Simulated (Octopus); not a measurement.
# Ta: equation of state with PBEsol

**Experimental background.**

From “Pressure effects on the electronic structure and superconductivity of (TaNb)0.67(HfZrTi)0.33 high entropy alloy”, 2019, arxiv:1910.08312, for a bulk crystal of Ta: bulk modulus 194 GPa.

Ta:

```xyz
1
Lattice="-1.6513 1.6513 1.6513 1.6513 -1.6513 1.6513 1.6513 1.6513 -1.6513" Properties=species:S:1:pos:R:3 pbc="T T T"
Ta    0.0000    0.0000    0.0000
```

```
Program                 : Octopus 16.4
Task                    : equation of state
Functional              : PBEsol
Potentials or basis     : pseudodojo_pbesol (PseudoDojo 0.4, PBEsol)
k mesh                  : 11 × 11 × 11
Occupations             : fermi-dirac, width 0.05 eV
Spin                    : no spin polarisation
Eigensolver             : chebyshev_filter
Volume scales           : [0.94, 0.96, 0.98, 1.0, 1.02, 1.04, 1.06]
k-point symmetries used : yes
ConvRelDens             : 3e-07
ExtraStates             : 7
DerivativesOrder        : 8
```

| Quantity | Value |
| --- | --- |
| Equilibrium volume | 17.64 Å³/atom |
| Bulk modulus | 213 GPa |
| Pressure derivative of the bulk modulus | 4.9 |

Energy against volume, from the lowest point:
| volume (Å³/atom) | energy (meV/atom) |
| --- | --- |
| 16.930 | 20.38 |
| 17.290 | 4.76 |
| 17.650 | 0.00 |
| 18.010 | 5.07 |
| 18.371 | 18.86 |
| 18.731 | 40.22 |
| 19.091 | 68.41 |

All runs of the series together: 18 min on 1 thread of Arm Neoverse V1, on a shared host.

Measured bulk modulus of Ta: 194 GPa (quoted in “Pressure effects on the electronic structure and superconductivity of (TaNb)0.67(HfZrTi)0.33 high entropy alloy”, 2019, arxiv:1910.08312). This calculation gives 213 GPa (+9.9 %). The fit is for a static lattice scaled at fixed shape and fixed fractional positions.

Caveat: the number of grid points is fixed, so the spacing changes with the cell, which shifts volumes and moduli. The run has no spin-orbit coupling, so splittings on Ta are missing.
